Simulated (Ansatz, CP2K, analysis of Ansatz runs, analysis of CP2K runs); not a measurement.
# CsLiBr2 (P4/nmm):V_Br (site 1), a ladder of methods on one cell (CP2K)

Question: at which Fermi levels does V_Br (site 1) in CsLiBr2 (P4/nmm) change its charge, and how much of the answer depends on the basis and the functional? The model is a cell of 64 host atoms with 1 Br taken out.

Main program and level: CP2K 2026.2; CP2K Gaussian and plane waves DFT, PBEsol, SR-DZVP basis, GTH potentials; charged supercells in a uniform background, point-charge correction with alignment at far sites.

Report form: the programs' logs are mostly left out.

**1. The structure**

The cell holds 63 atoms: 16 Cs, 16 Li and 31 Br. Cell: a = 14.447 Å, b = 14.447 Å, c = 9.812 Å, α = 90.0°, β = 90.0°, γ = 90.0°. It derives from CsLiBr2 (space group P4/nmm). Nearest the centre at fractional (0.375, 0.374, 0.661): Li8 at 2.48 Å, Cs2 at 3.58 Å, Cs4 at 3.63 Å, Cs34 at 3.63 Å, Cs19 at 3.64 Å, Cs3 at 3.64 Å, Br31 at 4.18 Å, Br13 at 4.18 Å.

Coordinates:

```xyz
63
Lattice="10.2154 10.2154 0.0000 -10.2154 10.2154 0.0000 0.0000 0.0000 9.8118" Properties=species:S:1:pos:R:3 pbc="T T T"
Cs   -0.0221    2.5572    2.9121
Cs    0.0075    7.6686    2.9081
Cs   -2.5688    5.1134    6.8893
Cs    2.5716    5.1021    6.8915
Li   -2.5547    5.1215    0.8305
Li    2.5544    5.1087    0.8329
Li   -0.0138    2.5640    8.9723
Li    0.0154    7.6575    8.9684
Br   -0.0114    2.5619    6.4930
Br   -2.5529    5.1200    3.3105
Br    2.5422    5.1002    3.3132
Br   -0.0166    0.0022   -0.0110
Br   -0.0040    5.1206    0.0075
Br   -2.5552    2.5635    0.0039
Br    2.5441    2.5583   -0.0141
Cs   -5.1171    7.6680    2.9170
Cs   -5.1170   12.7634    2.9224
Cs   -7.6721   10.2253    6.8934
Cs   -2.5376   10.2053    6.8997
Li   -7.6745   10.2237    0.8327
Li   -2.5485   10.2097    0.8388
Li   -5.1092    7.6682    8.9777
Li   -5.1027   12.7681    8.9769
Br   -5.1203    7.6706    6.4967
Br   -5.0956   12.7583    6.4950
Br   -7.6824   10.2186    3.3119
Br   -2.5560   10.2156    3.3199
Br   -5.1112    5.1208    0.0074
Br   -5.1034   10.2244    0.0172
Br   -7.6623    7.6794    0.0051
Br   -2.5555    7.6687   -0.0284
Cs    5.1042    7.6545    2.9255
Cs    5.1119   12.7714    2.9260
Cs    2.5531   10.2100    6.8992
Cs    7.6604   10.2158    6.8926
Li    2.5634   10.2114    0.8382
Li    7.6587   10.2125    0.8350
Li    5.1242    7.6445    8.9788
Li    5.1045   12.7747    8.9819
Br    5.1168    7.6579    6.4965
Br    5.1009   12.7711    6.5010
Br    2.5558   10.2232    3.3184
Br    7.6497   10.2062    3.3159
Br    5.1113    5.0957    0.0038
Br    5.1178   10.2135   -0.0119
Br    2.5682    7.6561    0.0011
Br    7.6624    7.6496    0.0177
Cs   -0.0038   12.7618    2.9167
Cs   -0.0053   17.8653    2.9159
Cs   -2.5562   15.3157    6.8906
Cs    2.5550   15.3267    6.9018
Li   -2.5478   15.3094    0.8308
Li    2.5617   15.3332    0.8441
Li    0.0063   12.7652    8.9709
Li    0.0043   17.8838    8.9768
Br    0.0024   12.7661    6.4895
Br    0.0022   17.8771    6.4968
Br   -2.5637   15.3112    3.3112
Br    2.5496   15.3215    3.3234
Br    0.0094   10.2089   -0.0038
Br    0.0175   15.3224   -0.0071
Br   -2.5382   12.7686    0.0061
Br    2.5607   12.7655    0.0197
```

The host's dielectric constants go in as inputs: (3.04, 3.04, 2.93) for the electrons alone, (8.21, 8.21, 6.42) with the ions, computed on the host (DFPT, PBEsol (Ansatz)).

The cell's shortest repeat is 9.8 Å.

The lattice comes from a plane-wave relaxation (Ansatz, PBEsol).

**2. Is the host at rest in this supercell?**

The defect-free supercell is relaxed from atoms displaced by 0.05 Å at random. If the crystal tilts or distorts on its own, that energy would otherwise be counted to the defect.

File cell.inp:

```
&GLOBAL
  PROJECT cell
  RUN_TYPE GEO_OPT
  PRINT_LEVEL LOW
&END GLOBAL
&FORCE_EVAL
  METHOD QS
  &DFT
    BASIS_SET_FILE_NAME BASIS_MOLOPT
    POTENTIAL_FILE_NAME GTH_POTENTIALS
    &MGRID
      CUTOFF 500
      REL_CUTOFF 45
      NGRIDS 5
    &END MGRID
    &QS
      METHOD GPW
      EPS_DEFAULT 1.0E-10
      EXTRAPOLATION USE_PREV_P
    &END QS
    &SCF
      SCF_GUESS ATOMIC
      EPS_SCF 1.0E-5
      MAX_SCF 150
      ADDED_MOS 16
      CHOLESKY OFF
      EPS_EIGVAL 1.0E-7
      &DIAGONALIZATION ON
        ALGORITHM STANDARD
      &END DIAGONALIZATION
      &MIXING ON
        METHOD BROYDEN_MIXING
        ALPHA 0.4
        BETA 1.5
        NBUFFER 8
      &END MIXING
      &SMEAR ON
        METHOD FERMI_DIRAC
        ELECTRONIC_TEMPERATURE [K] 116.045
      &END SMEAR
    &END SCF
    &XC
      &XC_FUNCTIONAL
        &GGA_X_PBE_SOL
        &END GGA_X_PBE_SOL
        &GGA_C_PBE_SOL
        &END GGA_C_PBE_SOL
      &END XC_FUNCTIONAL
    &END XC
    &PRINT
      &KPOINTS ON
      &END KPOINTS
      &MULLIKEN ON
        &EACH
          QS_SCF 0
          GEO_OPT 0
          CELL_OPT 0
          MD 0
        &END EACH
        ADD_LAST NUMERIC
      &END MULLIKEN
      &MO ON
        ENERGIES T
        OCCUPATION_NUMBERS T
        &EACH
          QS_SCF 0
          GEO_OPT 0
          CELL_OPT 0
          MD 0
        &END EACH
        ADD_LAST NUMERIC
      &END MO
    &END PRINT
  &END DFT
  &SUBSYS
    &CELL
      A 14.4467913449 0.0000000000 0.0000000000
      B 0.0000000000 14.4467913449 0.0000000000
      C 0.0000000000 0.0000000000 9.8118356887
      PERIODIC XYZ
    &END CELL
    &COORD
      Cs  1.7617136927 1.8143556083 2.9607635057
      Cs  5.4344334125 5.4508541097 2.9721095092
      Cs  1.8009070855 5.3773607681 6.8436375618
      Cs  5.3690266361 1.8066712868 6.8609279985
[... 54 atom lines left out ...]
      Br  8.9925881744 12.6562543514 3.3289781025
      Br  12.6240977477 8.9821678510 3.2988094365
      Br  7.2584652083 7.2089397808 -0.0325753719
      Br  10.8436778021 10.8160739649 -0.0454375050
      Br  7.2464665090 10.7907467418 0.0010491772
      Br  10.8002351318 7.2592263276 -0.0010284496
    &END COORD
    &KIND Cs
      BASIS_SET DZVP-MOLOPT-SR-GTH-q9
      POTENTIAL GTH-PBE-q9
    &END KIND
    &KIND Li
      BASIS_SET DZVP-MOLOPT-SR-GTH-q3
      POTENTIAL GTH-PBE-q3
    &END KIND
    &KIND Br
      BASIS_SET DZVP-MOLOPT-SR-GTH-q7
      POTENTIAL GTH-PBE-q7
    &END KIND
    &PRINT
      &ATOMIC_COORDINATES ON
      &END ATOMIC_COORDINATES
      &CELL ON
      &END CELL
    &END PRINT
  &END SUBSYS
  &PRINT
    &FORCES ON
    &END FORCES
  &END PRINT
&END FORCE_EVAL
&MOTION
  &GEO_OPT
    OPTIMIZER BFGS
    MAX_ITER 80
    MAX_FORCE [eV*angstrom^-1] 0.02
    RMS_FORCE [eV*angstrom^-1] 0.02
    MAX_DR 5.0E-2
    RMS_DR 3.0E-2
  &END GEO_OPT
  &PRINT
    &TRAJECTORY ON
    &END TRAJECTORY
    &CELL ON
    &END CELL
    &FORCES ON
    &END FORCES
    &RESTART OFF
    &END RESTART
    &RESTART_HISTORY OFF
    &END RESTART_HISTORY
  &END PRINT
&END MOTION
```

The run is started by

```bash
$ OMP_NUM_THREADS=1 mpirun -n 4 cp2k.psmp -i cell.inp -o cell.out
```

It took 3.4 min on 4 MPI ranks of Arm Neoverse V2, shared host; peak memory 5.3 GiB.

After 6 steps the atoms stand at most 0.04 Å from their symmetric sites, a small shift, and the defects are built on the relaxed positions.

**3. Band edges**

Levels are counted from the valence top, which comes from the defect-free supercell, zone centre alone; the energy of the host comes from the defect-free supercell at the defects' own k-points, so that the host's part of the sampling error cancels.

File cell.inp:

```
&GLOBAL
  PROJECT cell
  RUN_TYPE ENERGY_FORCE
  PRINT_LEVEL LOW
&END GLOBAL
&FORCE_EVAL
  METHOD QS
  &DFT
    BASIS_SET_FILE_NAME BASIS_MOLOPT
    POTENTIAL_FILE_NAME GTH_POTENTIALS
    &MGRID
      CUTOFF 500
      REL_CUTOFF 45
      NGRIDS 5
    &END MGRID
    &QS
      METHOD GPW
      EPS_DEFAULT 1.0E-10
    &END QS
    &SCF
      SCF_GUESS ATOMIC
      EPS_SCF 1.0E-6
      MAX_SCF 150
      ADDED_MOS 16
      CHOLESKY OFF
      EPS_EIGVAL 1.0E-7
      &DIAGONALIZATION ON
        ALGORITHM STANDARD
      &END DIAGONALIZATION
      &MIXING ON
        METHOD BROYDEN_MIXING
        ALPHA 0.4
        BETA 1.5
        NBUFFER 8
      &END MIXING
      &SMEAR ON
        METHOD FERMI_DIRAC
        ELECTRONIC_TEMPERATURE [K] 116.045
      &END SMEAR
    &END SCF
    &XC
      &XC_FUNCTIONAL
        &GGA_X_PBE_SOL
        &END GGA_X_PBE_SOL
        &GGA_C_PBE_SOL
        &END GGA_C_PBE_SOL
      &END XC_FUNCTIONAL
    &END XC
    &PRINT
      &KPOINTS ON
      &END KPOINTS
      &MULLIKEN ON
        &EACH
          QS_SCF 0
          GEO_OPT 0
          CELL_OPT 0
          MD 0
        &END EACH
        ADD_LAST NUMERIC
      &END MULLIKEN
      &MO ON
        ENERGIES T
        OCCUPATION_NUMBERS T
        &EACH
          QS_SCF 0
          GEO_OPT 0
          CELL_OPT 0
          MD 0
        &END EACH
        ADD_LAST NUMERIC
      &END MO
      &E_DENSITY_CUBE ON
        STRIDE 2 2 2
        &EACH
          QS_SCF 0
          GEO_OPT 0
          CELL_OPT 0
          MD 0
        &END EACH
        ADD_LAST NUMERIC
      &END E_DENSITY_CUBE
      &V_HARTREE_CUBE ON
        STRIDE 2 2 2
        &EACH
          QS_SCF 0
          GEO_OPT 0
          CELL_OPT 0
          MD 0
        &END EACH
        ADD_LAST NUMERIC
      &END V_HARTREE_CUBE
    &END PRINT
  &END DFT
  &SUBSYS
    &CELL
      A 14.4467913449 0.0000000000 0.0000000000
      B 0.0000000000 14.4467913449 0.0000000000
      C 0.0000000000 0.0000000000 9.8118356887
      PERIODIC XYZ
    &END CELL
    &COORD
      Cs  1.7925947242 1.8238342242 2.9121499301
      Cs  5.4277937242 5.4171952242 2.9081219301
      Cs  1.7993167242 5.4321732242 6.8893039301
      Cs  5.4260717242 1.7893342242 6.8915369301
[... 54 atom lines left out ...]
      Br  9.0138227242 12.6395062242 3.3111649301
      Br  12.6368267242 9.0310812242 3.3233749301
      Br  7.2254337242 7.2120722242 -0.0038070699
      Br  10.8469927242 10.8222222242 -0.0070780699
      Br  7.2340087242 10.8235002242 0.0060689301
      Br  10.8372607242 7.2159362242 0.0197319301
    &END COORD
    &KIND Cs
      BASIS_SET DZVP-MOLOPT-SR-GTH-q9
      POTENTIAL GTH-PBE-q9
    &END KIND
    &KIND Li
      BASIS_SET DZVP-MOLOPT-SR-GTH-q3
      POTENTIAL GTH-PBE-q3
    &END KIND
    &KIND Br
      BASIS_SET DZVP-MOLOPT-SR-GTH-q7
      POTENTIAL GTH-PBE-q7
    &END KIND
    &PRINT
      &ATOMIC_COORDINATES ON
      &END ATOMIC_COORDINATES
      &CELL ON
      &END CELL
    &END PRINT
  &END SUBSYS
  &PRINT
    &FORCES ON
    &END FORCES
  &END PRINT
&END FORCE_EVAL
```

The run is started by

```bash
$ OMP_NUM_THREADS=1 cp2k.psmp -i cell.inp -o cell.out
```

It took 3.7 min on 1 thread; peak memory 3.7 GiB.

The gap at this level is 4.36 eV. The plane-wave run of the sampling test gives 4.23 eV with the same functional, on its own k-points and positions; whether basis, potentials, k-points or positions make the difference was not traced.

**4. Relaxing each charge state**

Each state starts from the atoms near the defect displaced at random, so that no symmetry of the ideal site is imposed. An odd electron count needs spin polarisation, and the total moment is held fixed to keep the state apart from its neighbours in spin. Basis functions without a nucleus stand at the vacant site, for electrons that may collect there. Charge 0 is shown in full.

File defect.inp:

```
&GLOBAL
  PROJECT defect
  RUN_TYPE GEO_OPT
  PRINT_LEVEL LOW
&END GLOBAL
&FORCE_EVAL
  METHOD QS
  &DFT
    BASIS_SET_FILE_NAME BASIS_MOLOPT
    POTENTIAL_FILE_NAME GTH_POTENTIALS
    UKS T
    MULTIPLICITY 2
    &MGRID
      CUTOFF 500
      REL_CUTOFF 45
      NGRIDS 5
    &END MGRID
    &QS
      METHOD GPW
      EPS_DEFAULT 1.0E-10
      EXTRAPOLATION USE_PREV_P
    &END QS
    &SCF
      SCF_GUESS ATOMIC
      EPS_SCF 1.0E-5
      MAX_SCF 150
      ADDED_MOS 16 16
      CHOLESKY OFF
      EPS_EIGVAL 1.0E-7
      &DIAGONALIZATION ON
        ALGORITHM STANDARD
      &END DIAGONALIZATION
      &MIXING ON
        METHOD BROYDEN_MIXING
        ALPHA 0.2
        BETA 1.5
        NBUFFER 8
      &END MIXING
      &SMEAR ON
        METHOD FERMI_DIRAC
        ELECTRONIC_TEMPERATURE [K] 116.045
        FIXED_MAGNETIC_MOMENT 1
      &END SMEAR
    &END SCF
    &XC
      &XC_FUNCTIONAL
        &GGA_X_PBE_SOL
        &END GGA_X_PBE_SOL
        &GGA_C_PBE_SOL
        &END GGA_C_PBE_SOL
      &END XC_FUNCTIONAL
    &END XC
    &PRINT
      &KPOINTS ON
      &END KPOINTS
      &MULLIKEN ON
        &EACH
          QS_SCF 0
          GEO_OPT 0
          CELL_OPT 0
          MD 0
        &END EACH
        ADD_LAST NUMERIC
      &END MULLIKEN
      &MO ON
        ENERGIES T
        OCCUPATION_NUMBERS T
        &EACH
          QS_SCF 0
          GEO_OPT 0
          CELL_OPT 0
          MD 0
        &END EACH
        ADD_LAST NUMERIC
      &END MO
      &E_DENSITY_CUBE ON
        STRIDE 2 2 2
        &EACH
          QS_SCF 0
          GEO_OPT 0
          CELL_OPT 0
          MD 0
        &END EACH
        ADD_LAST NUMERIC
      &END E_DENSITY_CUBE
      &V_HARTREE_CUBE ON
        STRIDE 2 2 2
        &EACH
          QS_SCF 0
          GEO_OPT 0
          CELL_OPT 0
          MD 0
        &END EACH
        ADD_LAST NUMERIC
      &END V_HARTREE_CUBE
    &END PRINT
  &END DFT
  &SUBSYS
    &CELL
      A 14.4467913449 0.0000000000 0.0000000000
      B 0.0000000000 14.4467913449 0.0000000000
      C 0.0000000000 0.0000000000 9.8118356887
      PERIODIC XYZ
    &END CELL
    &COORD
      Cs  1.7925947242 1.8238342242 2.9121499301
      Cs  5.4750086444 5.4043501048 2.8978382434
      Cs  1.8490699170 5.4277500769 6.8870554701
      Cs  5.3844135554 1.7938193155 6.9188221080
      Li  1.8150197242 5.4279432242 0.8305339301
      Li  5.4186407242 1.8061592242 0.8329419301
      Li  1.8032527242 1.8227342242 8.9723319301
      Li  5.4113594019 5.4443830772 8.9938786887
      Br  1.8035197242 1.8196222242 6.4929809301
      Br  1.8151767242 5.4255892242 3.3105449301
      Br  5.4039647242 1.8087982242 3.3131519301
      Br  -0.0101872758 0.0133022242 -0.0109760699
      Br  3.5887968844 3.6589435924 -0.0125647868
      Br  0.0058447242 3.6194322242 0.0039409301
      Br  3.6079217242 0.0099932242 -0.0141160699
      Cs  1.8037937242 9.0404072242 2.9170079301
      Cs  5.4068417242 12.6433122242 2.9224149301
      Cs  1.8053927242 12.6553942242 6.8934339301
      Cs  5.4051596259 8.9903550322 6.8571884655
      Li  1.8025517242 12.6559652242 0.8326649301
      Li  5.4172657242 9.0214532242 0.8388339301
      Li  1.8094827242 9.0349212242 8.9776569301
      Li  5.4202967242 12.6365922242 8.9769309301
      Br  1.8032967242 9.0445282242 6.4967479301
      Br  5.4183337242 12.6245652242 6.4950039301
      Br  1.7933627242 12.6579122242 3.3118889301
      Br  5.4161897242 9.0309162242 3.3198729301
      Br  0.0067827242 7.2351112242 0.0074269301
      Br  3.6211187242 10.8384212242 0.0172209301
      Br  0.0120697242 10.8481762242 0.0051269301
      Br  3.5993835914 7.1822934668 -0.0291347739
      Cs  9.0217787242 1.8033702242 2.9255239301
      Cs  12.6454017242 5.4161352242 2.9260359301
      Cs  8.9941761910 5.3839768702 6.9244876909
      Cs  12.6403907242 1.8069742242 6.8925899301
      Li  9.0331647242 5.4079342242 0.8381899301
      Li  12.6368647242 1.8057792242 0.8350489301
      Li  9.0287797242 1.7821082242 8.9788179301
      Li  12.6425527242 5.4236382242 8.9818859301
      Br  9.0330537242 1.7967902242 6.4965039301
      Br  12.6373557242 5.4236452242 6.5010349301
      Br  9.0361147242 5.4216132242 3.3183889301
      Br  12.6259737242 1.8077022242 3.3159279301
      Br  7.2174687242 -0.0110597758 0.0038409301
      Br  10.8408687242 3.6032242242 -0.0118940699
      Br  7.2692896058 3.5672566318 0.0002945959
      Br  10.8272007242 -0.0090947758 0.0177359301
      Cs  9.0213207242 9.0266342242 2.9166729301
      Cs  12.6289447242 12.6364632242 2.9158659301
      Cs  9.0223097242 12.6373042242 6.8906159301
      Cs  12.6442757242 9.0309952242 6.9017699301
      Li  9.0238057242 12.6269932242 0.8308349301
      Li  12.6535787242 9.0308362242 0.8440609301
      Li  9.0308197242 9.0218442242 8.9709289301
      Li  12.6488007242 12.6427672242 8.9767939301
      Br  9.0287057242 9.0253562242 6.4894519301
      Br  12.6426097242 12.6394392242 6.4968209301
      Br  9.0138227242 12.6395062242 3.3111649301
      Br  12.6368267242 9.0310812242 3.3233749301
      Br  7.1881724845 7.2366362568 -0.0263505461
      Br  10.8469927242 10.8222222242 -0.0070780699
      Br  7.2340087242 10.8235002242 0.0060689301
      Br  10.8372607242 7.2159362242 0.0197319301
      Brg 5.4160087242 5.3986412242 6.4890689301
    &END COORD
    &KIND Brg
      ELEMENT Br
      BASIS_SET DZVP-MOLOPT-SR-GTH-q7
      GHOST T
    &END KIND
    &KIND Cs
      BASIS_SET DZVP-MOLOPT-SR-GTH-q9
      POTENTIAL GTH-PBE-q9
    &END KIND
    &KIND Li
      BASIS_SET DZVP-MOLOPT-SR-GTH-q3
      POTENTIAL GTH-PBE-q3
    &END KIND
    &KIND Br
      BASIS_SET DZVP-MOLOPT-SR-GTH-q7
      POTENTIAL GTH-PBE-q7
    &END KIND
    &PRINT
      &ATOMIC_COORDINATES ON
      &END ATOMIC_COORDINATES
      &CELL ON
      &END CELL
    &END PRINT
  &END SUBSYS
  &PRINT
    &FORCES ON
    &END FORCES
  &END PRINT
&END FORCE_EVAL
&MOTION
  &GEO_OPT
    OPTIMIZER BFGS
    MAX_ITER 80
    MAX_FORCE [eV*angstrom^-1] 0.03
    RMS_FORCE [eV*angstrom^-1] 0.03
    MAX_DR 5.0E-2
    RMS_DR 3.0E-2
  &END GEO_OPT
  &CONSTRAINT
    &FIXED_ATOMS
      LIST 64
    &END FIXED_ATOMS
  &END CONSTRAINT
  &PRINT
    &TRAJECTORY ON
    &END TRAJECTORY
    &CELL ON
    &END CELL
    &FORCES ON
    &END FORCES
    &RESTART OFF
    &END RESTART
    &RESTART_HISTORY OFF
    &END RESTART_HISTORY
  &END PRINT
&END MOTION
```

The run is started by

```bash
$ OMP_NUM_THREADS=1 cp2k.psmp -i defect.inp -o defect.out
```

Run time: 48 min. Hardware: 1 thread; peak memory 5.8 GiB.

The trajectory file begins after the first move, so step 0 below is not the start; the moves count from the displaced start. The last entry is the final structure solved once more.

The steps of the relaxation:

```tsv
step	energy less that of the first step (eV)
0	0.0000
1	-0.0199
2	-0.0233
3	-0.0283
4	-0.0292
5	-0.0291
```

The atoms that moved most (Å):

```tsv
atom	dx	dy	dz	length
Li8	0.009	-0.034	-0.105	0.111
Cs34	0.077	0.025	-0.030	0.086
Cs3	-0.082	-0.001	0.000	0.082
Cs19	0.014	0.072	0.031	0.080
Br46	-0.049	0.044	0.003	0.066
Cs2	-0.052	0.010	0.031	0.061
Cs4	0.032	-0.038	-0.027	0.057
Br13	0.034	-0.038	0.008	0.052
```

Neighbours of the ideal centre at the end:

```tsv
atom	distance (Å)
Li8	2.400
Cs2	3.560
Cs4	3.665
Cs3	3.671
Cs34	3.677
Cs19	3.685
Br13	4.170
Br31	4.184
Br46	4.185
Br60	4.186
```

Energies on the run's own zero. States near gap, by row:

```tsv
spin	k	band	energy (eV)	filled by count
up	0	201	0.7923	1
up	0	202	0.7962	1
up	0	203	0.9449	1
up	0	204	0.9477	1
up	0	205	4.389	1
up	0	206	5.548	0
up	0	207	6.342	0
up	0	208	6.392	0
up	0	209	6.396	0
down	0	200	0.7782	1
down	0	201	0.7936	1
down	0	202	0.798	1
down	0	203	0.9463	1
down	0	204	0.9498	1
down	0	205	4.954	0
down	0	206	5.772	0
down	0	207	6.351	0
down	0	208	6.505	0
```

The states that were run, at the zone centre alone, on 1 thread of Arm Neoverse V2, shared host:

```tsv
charge	moment (μB)	outcome	structures computed	largest displacement of a host atom from its site (Å)	lowest empty less highest filled level (eV)	time
−1	0	converged	6	0.22	0.85	14 min
+1	0	converged	7	0.33	3.93	16 min
0	1	converged	6	0.08	0.56	48 min
```

Against the host's sites the lattice moves most at charge +1 (0.33 Å); the smallest move among the states is 0.08 Å.

**5. Corrections and levels**

A charged cell interacts with its images and the background. The point-charge term, screened by the static dielectric constant, takes that out, and the potential far from the defect is aligned with the host's. Chemical potentials: Br (solid Br2 (Cmce)), Cs (bcc) and Li (bcc), run alike.

By state, in eV; the first energy still holds the atoms taken out or put in:

```tsv
charge	moment (μB)	energy over the host, electrons at the valence top	point-charge term	potential shift at far sites	its spread	correction
−1	0	371.863	0.208	-0.066	0.021	0.273
0	1	367.986	0.000	-	-	0.000
+1	0	364.506	0.208	-0.066	0.038	0.142
```

Potentials at atomic sites for charge −1, some of the atoms; distances and the model charge refer to the site on which the defect was built:

```tsv
atom	distance from that site (Å)	potential less the host's (eV)	point-charge model (eV)
Li8	2.262	0.515	0.384
Br13	4.217	0.013	0.072
Br42	4.841	-0.098	0.023
Li6	5.488	-0.079	-0.001
Li54	5.672	-0.103	-0.032
Br15	6.592	-0.114	-0.058
Br63	6.622	-0.135	-0.059
Cs17	8.043	-0.129	-0.071
Br12	8.336	-0.136	-0.109
Br43	8.667	-0.161	-0.098
Br57	10.200	-0.171	-0.119
```

Over the charge states the far sites scatter by a standard deviation of up to 0.04 eV about the model once its mean shift is taken off, which is the uncertainty of the alignment.

Chemical potentials of the elements' reference phases in the same program. Formation energy by charge state (elemental references; gap 4.36 eV):

```tsv
charge	at valence top (eV)	at conduction bottom (eV)	correction included (eV)
+1	0.68	5.05	0.14
0	4.02	4.02	0.00
−1	8.17	3.81	0.27
```

```json
{"Fermi level (eV)": "0.00", "lowest formation energy (eV)": "0.68"}
{"Fermi level (eV)": "0.40", "lowest formation energy (eV)": "1.08"}
{"Fermi level (eV)": "0.79", "lowest formation energy (eV)": "1.48"}
{"Fermi level (eV)": "1.19", "lowest formation energy (eV)": "1.87"}
{"Fermi level (eV)": "1.58", "lowest formation energy (eV)": "2.27"}
{"Fermi level (eV)": "1.98", "lowest formation energy (eV)": "2.67"}
{"Fermi level (eV)": "2.38", "lowest formation energy (eV)": "3.07"}
{"Fermi level (eV)": "2.78", "lowest formation energy (eV)": "3.46"}
{"Fermi level (eV)": "3.17", "lowest formation energy (eV)": "3.86"}
{"Fermi level (eV)": "3.57", "lowest formation energy (eV)": "4.02"}
{"Fermi level (eV)": "3.97", "lowest formation energy (eV)": "4.02"}
{"Fermi level (eV)": "4.36", "lowest formation energy (eV)": "3.81"}
```

So at this level: (+1/0) at 3.34 eV (3.48 without the correction) and (0/−1) at 4.15 eV (3.88 without the correction), in a gap of 4.36 eV. At the zone centre alone a defect band is sampled at one point, which in cells of this size can move these levels by tenths of an eV or more.

(Continued in part 2 of 2.)

[Logs are printed without paths, hosts, clocks, repeated set-up lines and the standing remarks that a program may print on its own settings, such as how far it seeks lower states.]

[Hosts, paths, dates, database ids (printed as entryN), source tags and the programs' standing remarks are cut or masked in the printed files.]

[For some hosts the program warned that the k-mesh of the response run may be too coarse for force constants and the static dielectric constant; such warnings are not shown here.]

[Charge tables in the logs are Mulliken or Hirshfeld populations, whose sizes and signs can differ; where basis functions stand at a vacancy, SIESTA counts their charge against the missing atom's valence.]

[In relaxation paths of CP2K, step 0 can be the structure after the first move, since the trajectory file begins there, and the last row can be the final structure solved once more.]
